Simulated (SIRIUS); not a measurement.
# Bi2Te2Se under changes of volume

One of the cells (34.248 Å³/atom); the others are scaled copies at fixed shape and fractional positions:

```
Bi Te Se
1.0
     2.16097    1.24764   10.58557
    -2.16097    1.24764   10.58557
     0.00000   -2.49527   10.58557
Bi Te Se
2 2 1
Direct
  0.39172 0.39172 0.39172
  0.60828 0.60828 0.60828
  0.78040 0.78040 0.78040
  0.21960 0.21960 0.21960
  0.00000 0.00000 0.00000
```

The cell is a database's computed one.

```yaml
Program: SIRIUS 7.12.0
Functional: PBEsol
Potentials_or_basis: all-electron FP-LAPW
Cutoff: 167 eV
Basis: apw+lo standard
k_mesh: 5 × 5 × 5
Occupations: fermi-dirac, width 0.05 eV
Spin: no spin polarisation
```

```csv
volume (Å³/atom),energy over the lowest point (meV/atom),gap on the mesh (eV)
32.193,4.96,0.37
32.878,0.10,0.39
33.563,0.00,0.40
34.248,4.35,0.41
34.933,12.70,0.42
35.618,?,?
36.303,39.61,0.44
```

**Question.** What does the run at 35.618 Å³/atom give?

**Answer.** Energy over the lowest point 24.74 meV/atom; gap on the mesh 0.43 eV.

Worked out: A Birch-Murnaghan fit of order 3 (a polynomial in V^(-2/3)) to the other rows has its minimum at 33.22 Å³/atom with B0 = V·E''(V) = 52 GPa and B' = 4.1 at fixed shape and positions, which overstates the stiffness. It gives 24.54 meV/atom at 35.618 Å³/atom, against the run's 24.74. A straight line through the other rows of the gap, of slope 0.557 eV per unit of ln V (its deformation potential), gives 0.43 eV, against the run's 0.43.

Energies are extrapolated to zero smearing.

Caveats: spin-orbit coupling is left out, which as a rule narrows the gap of such compounds by several tenths of an eV; an odd mesh through Γ misses points on the zone boundary, where band edges often lie.
